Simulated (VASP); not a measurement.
Wanted: the native input for a VASP 6.6.1 run.

| Item | Value |
| --- | --- |
| Task | relaxation of cell and atoms |
| Functional | BLYP |
| Dispersion | D4 |
| Potentials or basis | VASP PAW PBE potentials, release 64 (Ta_pv, N) |
| Cutoff | 600 eV |
| k mesh | 7 × 7 × 3 |
| Occupations | fermi-dirac, width 0.05 eV |
| Spin | no spin polarisation |
| Further INCAR settings | ALGO = Fast; EDIFF = 1e-06; IBRION = 2; EDIFFG = -0.02; NSW = 60; ISIF = 3 |

The structure of Ta3N lies in POSCAR:

```
Ta3N
1.0
    3.0322239879      0.0000000000      0.0000000000
   -1.5161119940      2.6259830035      0.0000000000
    0.0000000000      0.0000000000      7.5241370000
Ta N
3 1
Direct
    0.6666666667      0.3333333333      0.8260700000
    0.3333333333      0.6666666667      0.1739300000
    0.0000000000      0.0000000000      0.5000000000
    0.0000000000      0.0000000000      0.0000000000
```

The cell comes from a database or a generator and needn't be the stable form of this composition.

These files were run (other wordings do the same):

INCAR

```
PREC = Accurate
ENCUT = 600
EDIFF = 1E-6
ISMEAR = -1
SIGMA = 0.05
LREAL = F
LASPH = T
NELM = 100
ALGO = Fast
ISIF = 3
LWAVE = F
LCHARG = F
GGA = B5
ALDAX = 1.0
AGGAX = 1.0
AGGAC = 1.0
ALDAC = 0.0
IVDW = 13
VDW_S6 = 1.0
VDW_S8 = 2.34076671
VDW_A1 = 0.44488865
VDW_A2 = 4.0933009
IBRION = 2
NSW = 60
EDIFFG = -0.02
```

KPOINTS

```
Automatic mesh
0
Gamma
  7 7 3
```

Potentials or basis: VASP PAW PBE potentials, release 64 (Ta_pv, N).

The run is started by

```bash
$ cat potpaw_PBE.64/Ta_pv/POTCAR potpaw_PBE.64/N/POTCAR > POTCAR
$ mpirun -np 1 vasp_std > vasp.out
```

It gave:

* Relaxed volume: 15.08 Å³/atom
* Relaxed cell: a = 3.007 Å, b = 3.007 Å, c = 7.706 Å, α = 90.00°, β = 90.00°, γ = 120.00°
* Space group after relaxing (to 0.05 Å): P-3m1 (No. 164)
* Energy gained by relaxing: 4.8 meV/atom
* Ionic steps: 13
* Pressure after relaxing: 0.0 GPa
* Band gap on the k mesh: none (metal or under the smearing width)
* Dispersion energy per atom: -0.552 eV

Caveat: the PAW data sets were made with another functional, which shifts forces and pressure a little; pairwise dispersion overbinds metals, which lowers pressure and volume.

It took 5 min on 1 thread of Intel(R) Xeon(R) Platinum 8488C (Sapphire Rapids) (shared host), peak memory 0.2 GiB.
